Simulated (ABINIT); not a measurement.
The system is Mo.

```
CELL_PARAMETERS angstrom
-1.58381 1.58381 1.58381
1.58381 -1.58381 1.58381
1.58381 1.58381 -1.58381
ATOMIC_POSITIONS crystal
Mo 0.00000 0.00000 0.00000
```

Base run:

```yaml
Program: ABINIT 10.8.3 (patched build)
Functional: AM05
Potentials_or_basis: JTH PAW PBE v2.0
Cutoff: 408 eV
k_mesh: 12 × 12 × 12
Occupations: fermi-dirac, width 0.05 eV
Spin: no spin polarisation
```

Its results: band gap on the k mesh none (metal or under the smearing width); pressure -10.4 GPa.

After a change of settings the same cell gave: band gap on the k mesh none (metal or under the smearing width); pressure -9.0 GPa. Which change was it?
A. functional from AM05 to LDA; potentials or basis from JTH PAW PBE v2.0 to PseudoDojo NC SR LDA v0.4 stringent; cutoff from 408 eV to 1088 eV
B. functional from AM05 to PBE; potentials or basis from JTH PAW PBE v2.0 to SG15 NC PBE v1.2; cutoff from 408 eV to 1088 eV
C. functional from AM05 to PBEsol
D. functional from AM05 to PBE; k mesh from 12 × 12 × 12 to 7 × 7 × 7

C.

Caveats: the PAW data sets were made with another functional, which shifts forces and pressure a little.

Not every run made on this cell is shown here.
